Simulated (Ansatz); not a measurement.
## SnO₂: what symmetry allows forces and stress to be

```
Sn O
1.0
     1.61027    0.92969    4.70833
    -1.61027    0.92969    4.70833
     0.00000   -1.85938    4.70833
Sn O
1 2
Direct
  0.50000 0.50000 0.50000
  0.23207 0.23207 0.23207
  0.76793 0.76793 0.76793
```

The calculation used Ansatz 0.2.0, DFT PBE, scalar-relativistic, plane waves, PAW.

Plane waves to 420 eV, a k mesh through Γ of 12×12×12 on the computed 3-atom cell and Gaussian smearing (0.02 eV); no spin polarisation.

This distorted cell has space group R-3m, with 12 operations.

Q: Without a calculation: in which directions can each atom feel a force?

A: A force must be left unchanged by every operation that keeps its atom in place, so it lies in the space that those operations leave fixed. Atoms that the group maps onto each other feel forces of one size.
| atom | site symmetry | operations at the site | equivalent to atom | allowed force (Cartesian) |
| --- | --- | --- | --- | --- |
| Sn1 | -3m | 12 | 1 | none |
| O2 | 3m | 6 | 2 | along (0.00, 0.00, 1.00) |
| O3 | 3m | 6 | 2 | along (0.00, 0.00, 1.00) |

That leaves 1 independent force component of 9. A relaxation in this cell that keeps the symmetry moves the atoms in these directions alone.

Q: And the stress tensor?

A: It must be invariant under the point group, which leaves 2 independent components: yz, xz, xy vanish; xx = yy.

Q: Do the computed values obey this?

A: Yes. Forces (eV/Å):
```
Sn1  0.000  0.000  0.000
O2   0.000  0.000  1.247
O3   0.000  0.000 -1.247
```

Stress (GPa, compression positive, xx yy zz yz xz xy): 9.37 9.37 8.69 0.00 0.00 0.00. The program imposes the same operations on density, forces and stress, so this confirms the analysis and is no independent test of the calculation.

The cell holds layers, and where no dispersion correction was added their binding is poorly described.

This form isn't the usual stable structure of the compound.